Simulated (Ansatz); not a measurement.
# GaN: band gap under strain

Aim: follow the gap of GaN in the zincblende structure through these states: +2.0 % biaxial strain in x and y, free along z; +3.0 % biaxial strain in x and y, free along z; +4.0 % biaxial strain in x and y, free along z. The table at the end shows which levels were run.

Code: Ansatz 0.2.0. PAW datasets, plane waves. Spin-unpolarised throughout; all numbers are computed.

**1. The structure to begin with**

The unstrained cell was relaxed with r2SCAN; in each strained cell the atoms were relaxed again with r2SCAN. Names of k-points are those of the unstrained zone, where strain can split equivalent points. First state: +2.0 % biaxial strain in x and y, free along z.

It is tetragonal, I-4m2 (No. 119); a = 3.244 Å, c = 4.398 Å in the conventional setting, 11.57 Å³ an atom. Near Ga stand 4 N at 1.96 Å; near N stand 4 Ga at 1.96 Å.

The structure in full:

```xyz
2
Lattice="0.0000 2.2939 2.1992 2.2939 0.0000 2.1992 2.2939 2.2939 0.0000" Properties=species:S:1:pos:R:3 pbc="T T T"
Ga    0.0000    0.0000    0.0000
N     1.1470    1.1470    1.0996
```

From earlier runs on the unstrained cell: PBE 1.76 eV, r2SCAN 2.17 eV, HSE06 3.01 eV, r2SCAN+SOC 2.17 eV, G0W0 2.86 eV (on its mesh); a = 4.498 Å.

**2. +2.0 % biaxial strain in x and y, free along z: PBE**

Input file input.yaml:

```yaml
crystal:
  lattice:
    - [0.0, 2.2939315919, 2.1991652385]
    - [2.2939315919, 0.0, 2.1991652385]
    - [2.2939315919, 2.2939315919, 0.0]
  atoms:
    - { symbol: Ga, position: [0.0, 0.0, 0.0] }
    - { symbol: "N", position: [0.25, 0.25, 0.25] }
kpoints:
  mp_grid: { grid: [10, 10, 10] }
  band_path:
    path:
      - [0.0, 0.0, 0.0]
      - [-0.5, -0.5, 0.0]
      - [-0.375, -0.375, 0.25]
      - [-0.375, 0.0, 0.375]
      - [0.0, 0.0, 0.5]
      - [-0.5, -0.25, 0.25]
    npoints: 1
hamiltonian:
  xc: pbe
scf:
  occupations: { method: fermi_dirac, width: 0.02 }
  n_extra_bands: 4
output:
  forces: true
  stress: true
  eigenvalues: true
```

Started as:

```console
> ansatz run input.yaml --threads 2 --pin off --max-ram 29491MiB --backend cpu --events-out ev --progress --plain --runs-dir out
```

After this run come: +2.0 % biaxial strain in x and y, free along z: r2SCAN; +2.0 % biaxial strain in x and y, free along z: HSE06; +2.0 % biaxial strain in x and y, free along z: r2SCAN+SOC; +2.0 % biaxial strain in x and y, free along z: r2SCAN; +2.0 % biaxial strain in x and y, free along z: G0W0@PBE; +3.0 % biaxial strain in x and y, free along z: PBE; +3.0 % biaxial strain in x and y, free along z: r2SCAN; +3.0 % biaxial strain in x and y, free along z: HSE06; +3.0 % biaxial strain in x and y, free along z: r2SCAN+SOC; +3.0 % biaxial strain in x and y, free along z: r2SCAN; +3.0 % biaxial strain in x and y, free along z: G0W0@PBE; +4.0 % biaxial strain in x and y, free along z: PBE; +4.0 % biaxial strain in x and y, free along z: r2SCAN; +4.0 % biaxial strain in x and y, free along z: HSE06; +4.0 % biaxial strain in x and y, free along z: r2SCAN+SOC; +4.0 % biaxial strain in x and y, free along z: r2SCAN; +4.0 % biaxial strain in x and y, free along z: G0W0@PBE.

Before running it: what results should come out?

**Answer**, as computed:

Least gap in eV (negative: overlap), with the change from the unstrained cell in brackets. G0W0 is on its own coarse mesh.

| state | volume change (%) | PBE | r2SCAN | HSE06 | G0W0 |
| --- | --- | --- | --- | --- | --- |
| +2.0 % biaxial strain in x and y, free along z | +1.7 | 1.52 (-0.24) | 1.93 (-0.24) | 2.75 (-0.26) | 2.58 (-0.28) |
| +3.0 % biaxial strain in x and y, free along z | +2.5 | 1.41 (-0.35) | 1.82 (-0.35) | 2.64 (-0.37) | 2.44 (-0.42) |
| +4.0 % biaxial strain in x and y, free along z | +3.2 | 1.31 (-0.45) | 1.71 (-0.46) | 2.52 (-0.49) | 2.31 (-0.55) |

With HSE06, of the states in the table +4.0 % biaxial strain in x and y, free along z shifts the gap most, by -0.481 eV. PBE and HSE06 differ by 1.25 eV on the unstrained gap, and by at most 0.03 eV on its change: PBE follows the response to strain far better than the gap itself. The G0W0 figures hold for the stated bands, cutoff and mesh and aren't extrapolated.
